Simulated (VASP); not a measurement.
Write the native input for VASP 6.6.1 that does the following.

| Property | Result |
| --- | --- |
| Task | single point |
| Functional | PBE |
| Potentials or basis | VASP PAW PBE potentials, release 64 (Ir) |
| Cutoff | 520 eV |
| k mesh | 18 × 18 × 10 |
| Occupations | gaussian, width 0.1 eV |
| Spin | no spin polarisation |
| Dipole correction | no |
| Further INCAR settings | ALGO = Normal; EDIFF = 1e-07; NBANDS = 16 |

The structure of Ir lies in POSCAR:

```
Ir
1.0
    2.7480406095      0.0000000000      0.0000000000
   -1.3740203048      2.3798729785      0.0000000000
    0.0000000000      0.0000000000      4.4532043964
Ir
2
Direct
    0.6666666667      0.3333333333      0.7500000000
    0.3333333333      0.6666666667      0.2500000000
```

This isn't the form of Ir at room conditions, which is fcc.

These files were run (other wordings do the same):

INCAR

```
PREC = Accurate
ENCUT = 520
EDIFF = 1E-7
ISMEAR = 0
SIGMA = 0.1
LREAL = False
LASPH = True
NELM = 100
ALGO = Normal
ISIF = 2
LWAVE = False
LCHARG = False
GGA = PE
NBANDS = 16
```

KPOINTS

```
regular mesh
0
Gamma
  18 18 10
```

Potentials or basis: VASP PAW PBE potentials, release 64 (Ir).

Run with:

```sh
$ cat potpaw_PBE.64/Ir/POTCAR > POTCAR
$ mpirun -np 1 vasp_std > vasp.out
```

Results of the run:

```
Pressure               : 0.5 GPa
Band gap on the k mesh : none (metal or under the smearing width)
```

Wall time 49 s on 1 thread of Intel(R) Xeon(R) Platinum 8488C (Sapphire Rapids), with other jobs on the host, peak memory 0.2 GiB.
